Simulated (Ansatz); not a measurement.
Geometry optimisation in Ansatz: input, command and trajectory.

```yaml
crystal:
  lattice:
    - [3.6979480323, 0.0, 0.0]
    - [-1.8489740162, 3.2025169379, 0.0]
    - [0.0, 0.0, 6.0387460771]
  atoms:
    - { symbol: Mg, position: [0.0, 0.0, 0.0] }
    - { symbol: S, position: [0.3333333333, 0.6666666667, 0.25] }
    - { symbol: Mg, position: [0.0, 0.0, 0.5] }
    - { symbol: S, position: [0.6666666667, 0.3333333333, 0.75] }
basis:
  ecutwfc: 420
kpoints:
  mp_grid: { grid: [9, 9, 6] }
hamiltonian:
  xc: pbe
scf:
  occupations: { method: gaussian, width: 0.02 }
output:
  forces: true
  stress: true
  eigenvalues: true
  populations: true
relax:
  adjacent_minimum: "off"
  f_tol: 0.01
  max_steps: 45
  cell: { stress_tol: 0.05 }
```

```bash
ansatz run input.yaml --threads 1 --pin off --max-ram 2560MiB --backend cpu --events-out ev --progress --plain --runs-dir out
```

The calculation used DFT PBE, scalar-relativistic, plane waves, PAW in Ansatz 0.2.0.

Of 5 frames 5 are shown, positions in Å and forces in eV/Å; the SCF threshold varies from step to step. Steps run on the plane waves of an earlier cell, with a Pulay correction in the pressure. The basis is chosen afresh for the last frame, the zero of the energies, and can be on the way; energy and pressure step there, also at an unchanged geometry. The mark taken_back stands on steps that the optimiser undid.

```xyz
4
Lattice="3.6979 0.0000 0.0000 -1.8490 3.2025 0.0000 0.0000 0.0000 6.0387" Properties=species:S:1:pos:R:3:forces:R:3 pbc="T T T" step=1 free_energy_over_end_meV_per_atom=5.52 pressure_GPa=0.54
Mg    0.0000    0.0000    0.0000    0.0000    0.0000    0.0000
S     0.0000    2.1350    1.5097    0.0000    0.0000    0.0000
Mg    0.0000    0.0000    3.0194    0.0000    0.0000    0.0000
S     1.8490    1.0675    4.5291    0.0000    0.0000    0.0000
4
Lattice="3.6214 0.0000 0.0000 -1.8107 3.1362 0.0000 0.0000 0.0000 6.3130" Properties=species:S:1:pos:R:3:forces:R:3 pbc="T T T" step=2 free_energy_over_end_meV_per_atom=6.10 pressure_GPa=0.12 taken_back
Mg    0.0000    0.0000    0.0000    0.0000    0.0000    0.0000
S     0.0000    2.0908    1.5783    0.0000    0.0000    0.0000
Mg    0.0000    0.0000    3.1565    0.0000    0.0000    0.0000
S     1.8107    1.0454    4.7348    0.0000    0.0000    0.0000
4
Lattice="3.6678 0.0000 0.0000 -1.8339 3.1764 0.0000 0.0000 0.0000 6.1724" Properties=species:S:1:pos:R:3:forces:R:3 pbc="T T T" step=3 free_energy_over_end_meV_per_atom=0.02 pressure_GPa=0.01
Mg    0.0000    0.0000    0.0000    0.0000    0.0000    0.0000
S     0.0000    2.1176    1.5431    0.0000    0.0000    0.0000
Mg    0.0000    0.0000    3.0862    0.0000    0.0000    0.0000
S     1.8339    1.0588    4.6293    0.0000    0.0000    0.0000
4
Lattice="3.6659 0.0000 0.0000 -1.8329 3.1748 0.0000 0.0000 0.0000 6.1790" Properties=species:S:1:pos:R:3:forces:R:3 pbc="T T T" step=4 free_energy_over_end_meV_per_atom=0.00 pressure_GPa=0.00
Mg    0.0000    0.0000    0.0000    0.0000    0.0000    0.0000
S     0.0000    2.1165    1.5447    0.0000    0.0000    0.0000
Mg    0.0000    0.0000    3.0895    0.0000    0.0000    0.0000
S     1.8329    1.0583    4.6342    0.0000    0.0000    0.0000
4
Lattice="3.6659 0.0000 0.0000 -1.8329 3.1748 0.0000 0.0000 0.0000 6.1790" Properties=species:S:1:pos:R:3:forces:R:3 pbc="T T T" step=5 free_energy_over_end_meV_per_atom=0.00 pressure_GPa=0.00
Mg    0.0000    0.0000    0.0000    0.0000    0.0000    0.0000
S     0.0000    2.1165    1.5447    0.0000    0.0000    0.0000
Mg    0.0000    0.0000    3.0895    0.0000    0.0000    0.0000
S     1.8329    1.0583    4.6342    0.0000    0.0000    0.0000
```

The run took 18 s on 1 thread of Arm Neoverse V1, on a shared host, peak memory 0.35 GiB.